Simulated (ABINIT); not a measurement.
Crystal: Cu.

```
Cu
1.0
     2.53410    0.00000    0.00000
    -1.26705    2.19459    0.00000
     0.00000    0.00000    4.11257
Cu
2
Direct
  0.66667 0.33333 0.75000
  0.33333 0.66667 0.25000
```

This isn't the form of Cu at room conditions, which is fcc.

```yaml
Program: ABINIT 10.8.3 (patched build)
Task: single point
Functional: PBE
Potentials_or_basis: JTH PAW PBE v2.0
Cutoff: 707 eV
k_mesh: 12 × 12 × 7
Occupations: fermi-dirac, width 0.05 eV
Spin: no spin polarisation
```

On this cell: pressure 7.2 GPa; largest force under 0.003 eV/Å; band gap on the k mesh none (metal or under the smearing width).

The same run follows on a disturbed copy (atoms moved at random, drawn with an rms of 0.05 Å):

```
Cu
1.0
     2.53410    0.00000    0.00000
    -1.26705    2.19459    0.00000
     0.00000    0.00000    4.11257
Cu
2
Direct
  0.66971 0.35034 0.74393
  0.35459 0.66690 0.24866
```

Q: What does the disturbed cell give?

A: The energy (extrapolated to zero smearing) moves by +2.8 meV/atom; pressure 7.3 GPa; largest force 0.215 eV/Å; band gap on the k mesh none (metal or under the smearing width).

Forces on the atoms (eV/Å):
```
Cu   0.116 -0.062  0.170
Cu  -0.116  0.062 -0.170
```

Stress tensor (GPa, compression positive):
```
 7.60 -0.97  0.10
-0.97  6.53 -0.07
 0.10 -0.07  7.87
```
